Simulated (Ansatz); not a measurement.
Energy ranking of Al₂Cu₃ structures

All numbers below come from Ansatz 0.2.0, DFT PBE, scalar-relativistic, plane waves, PAW. Settings: cutoff 420 eV, Γ-centred meshes spaced at most about 0.3 Å⁻¹, and about 0.25 Å⁻¹ or finer for metals (2π included), Gaussian smearing. No spin polarisation.

Energies over the elements count from the elements' standard structures at the same level, with no fitted energy shifts.

Temperature and zero-point effects are left out. The comparison covers the computed candidates alone. The k mesh leaves some 4 meV/atom of noise in the energy of each metallic cell.

Invented guesses were relaxed alike, and ends that match in structure were merged. ΔE counts from the first row. Coordination counts all near atoms (those within 1.25 times the shortest distance at each site; a plus sign parts nearer from farther groups; a slash parts the counts of unlike sites). The ends were matched against large subsets of the Crystallography Open Database and the Materials Project, so a missing match doesn't prove that a structure is unreported.

```
#                    reached from  type and space group  atoms  Å³/atom       coordination  ΔE (meV/atom)  gap on mesh (eV)  in databases
1  Al and Cu ordered on bcc sites        R-3m (No. 166)      5     13.0      Al 14, Cu 8+6              0              0.00      no match
2  Al and Cu ordered on bcc sites      I4/mmm (No. 139)      5     13.4  Al 10, Cu 10/10+4             65              0.00      no match
3  Al and Cu ordered on hcp sites       P-6m2 (No. 187)     10     13.3       Al 12, Cu 12             73              0.00      no match
4  Al and Cu ordered on fcc sites        R-3m (No. 166)      5     13.6       Al 12, Cu 12            141              0.00      no match
5  Al and Cu ordered on hcp sites    P6_3/mmc (No. 194)     10     13.6       Al 12, Cu 12            170              0.00      no match
6  Al and Cu ordered on hcp sites       P-3m1 (No. 164)     10     13.7       Al 12, Cu 12            199              0.00      no match
```

The lowest: Space group R-3m (No. 166), trigonal, a = 4.168 Å, c = 12.996 Å. Around Al lie 7 Cu at 2.54–2.58 Å, 1 Al at 2.68 Å, 3 Al at 2.92 Å and 3 Cu at 2.98 Å; Cu on a site of symmetry 3m has 4 Cu at 2.55–2.58 Å, 4 Al at 2.58 Å, 3 Cu at 2.98 Å and 3 Al at 2.98 Å; around Cu on a site of symmetry -3m lie 6 Al at 2.54 Å, 2 Cu at 2.58 Å and 6 Cu at 2.98 Å. Its energy over the elements is −0.17 eV/atom. A negative formation energy is needed for stability but isn't enough: competing phases decide. An observed structure of this formula, if there is one, may be missing.

```cif
data_structure
_symmetry_space_group_name_H-M 'R-3m:H'
_symmetry_Int_Tables_number 166
_cell_length_a 4.1679
_cell_length_b 4.1679
_cell_length_c 12.9959
_cell_angle_alpha 90.000
_cell_angle_beta 90.000
_cell_angle_gamma 120.000
_cell_volume 195.51
loop_
_atom_site_label
_atom_site_type_symbol
_atom_site_symmetry_multiplicity
_atom_site_Wyckoff_symbol
_atom_site_fract_x
_atom_site_fract_y
_atom_site_fract_z
_atom_site_occupancy
Al1 Al 6 c 0.00000 0.00000 0.89700 1
Cu1 Cu 6 c 0.33333 0.66667 0.96811 1
Cu2 Cu 3 b 0.66667 0.33333 0.83333 1
```

The second: Space group I4/mmm (No. 139), tetragonal, a = 3.172 Å, c = 13.307 Å. Around Al lie 5 Cu at 2.52–2.54 Å, 4 Al at 2.76 Å, 1 Cu at 2.81 Å and 4 Al at 3.17 Å; around Cu on a site of symmetry 4mm lie 4 Al at 2.54 Å, 5 Cu at 2.60–2.65 Å, 1 Al at 2.81 Å and 4 Cu at 3.17 Å; around Cu on a site of symmetry 4/mmm lie 2 Al at 2.52 Å, 8 Cu at 2.60 Å and 4 Cu at 3.17 Å. Counting all near atoms, the first has Al 14, Cu 8+6 and the second has Al 10, Cu 10/10+4. Cells relaxed within their symmetry can be saddle points.

```
CELL_PARAMETERS angstrom
-1.58615 1.58615 6.65333
1.58615 -1.58615 6.65333
1.58615 1.58615 -6.65333
ATOMIC_POSITIONS crystal
Al 0.81053 0.81053 0.00000
Al 0.18947 0.18947 0.00000
Cu 0.59947 0.59947 0.00000
Cu 0.00000 0.00000 0.00000
Cu 0.40053 0.40053 0.00000
```

Some candidate types were left out of the draw beforehand, so a known form may be missing.
